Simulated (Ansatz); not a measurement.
The system is TiAl3.

```
Ti Al
1.0
    -1.91111    1.91111    4.28067
     1.91111   -1.91111    4.28067
     1.91111    1.91111   -4.28067
Ti Al
1 3
Direct
  0.00000 0.00000 0.00000
  0.25000 0.75000 0.50000
  0.75000 0.25000 0.50000
  0.50000 0.50000 0.00000
```

The cell comes from a database or a generator and needn't be the stable form of this composition.

| Item | Value |
| --- | --- |
| Program | Ansatz 0.2.0 |
| Task | single point |
| Functional | PBE |
| Potentials or basis | all-electron LAPW, scalar-relativistic |
| Cutoff | 213 eV (chosen from the basis error) |
| Basis error allowed | 0.001 eV/atom |
| k mesh | 10 × 10 × 10 |
| Occupations | fermi-dirac, width 0.05 eV |
| Spin | no spin polarisation |

On this cell: pressure 2.1 GPa; largest force under 0.003 eV/Å; band gap on the k mesh none (metal or under the smearing width).

The same run follows on a disturbed copy (atoms moved at random, drawn with an rms of 0.05 Å):

```
Ti Al
1.0
    -1.91111    1.91111    4.28067
     1.91111   -1.91111    4.28067
     1.91111    1.91111   -4.28067
Ti Al
1 3
Direct
  0.99038 0.00038 0.99521
  0.25664 0.75347 0.51882
  0.74604 0.24268 0.49693
  0.50286 0.48753 0.00014
```

Question: What does the disturbed cell give?

Answer: The energy (extrapolated to zero smearing) moves by +8.4 meV/atom; pressure 2.3 GPa; largest force 0.630 eV/Å; band gap on the k mesh none (metal or under the smearing width).

Forces in eV/Å, atoms in the order of the input:
```
Ti  -0.256  0.562 -0.125
Al  -0.289 -0.323  0.050
Al   0.208  0.156  0.051
Al   0.337 -0.395  0.024
```

Stress tensor (GPa, compression positive):
```
 2.37 -0.03  0.18
-0.03  2.35 -0.20
 0.18 -0.20  2.06
```
